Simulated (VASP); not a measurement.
Here is a VASP 6.6.1 calculation.

POSCAR

```
BAs
1.0
    0.0000000000      2.3885000000      2.3885000000
    2.3885000000      0.0000000000      2.3885000000
    2.3885000000      2.3885000000      0.0000000000
As B
1 1
Direct
    0.7500000000      0.7500000000      0.7500000000
    0.0000000000      0.0000000000      0.0000000000
```

The input INCAR.step1:

```
SYSTEM = BAs
ALGO = Normal
EDIFF = 1E-5
ENCUT = 520
GGA = PE
GGA_COMPAT = .False.
ISIF = 2
ISMEAR = 0
KPAR = 4
LASPH = .True.
LCHARG = .False.
LORBIT = 11
LREAL = .False.
LSORBIT = .True.
LWAVE = .True.
MAGMOM = 0 0 0 0 0 0
NBANDS = 20
NELM = 60
PREC = Accurate
SIGMA = 0.02
```

The input INCAR.step2:

```
SYSTEM = BAs
ALGO = Normal
EDIFF = 1E-7
ENCUT = 520
GGA = PE
GGA_COMPAT = .False.
HFSCREEN = 0.2
ISIF = 2
ISMEAR = 0
ISTART = 1
KPAR = 4
LASPH = .True.
LCHARG = .False.
LHFCALC = .True.
LORBIT = 11
LREAL = .False.
LSORBIT = .True.
LWAVE = .False.
MAGMOM = 0 0 0 0 0 0
NBANDS = 20
NELM = 60
PREC = Accurate
PRECFOCK = Fast
SIGMA = 0.02
```

The input KPOINTS:

```
k-points
0
Gamma
  6 6 6
  0 0 0
```

Potentials or basis: VASP PAW PBE potentials, release 64 (As, B).

Command:

```bash
$ cat potpaw_PBE.64/As/POTCAR potpaw_PBE.64/B/POTCAR > POTCAR
$ cp INCAR.step1 INCAR
$ mpirun -np 4 vasp_ncl > vasp.out
$ cp INCAR.step2 INCAR
$ mpirun -np 4 vasp_ncl > vasp.out
```

**Question.** Predict the pressure.

**Answer.** -0.6 GPa.

Caveat: the k mesh is coarse (spacing up to 0.38 Å⁻¹), so the values aren't converged, least of all with exact exchange; the PAW data sets were made with another functional, which shifts forces and pressure a little.
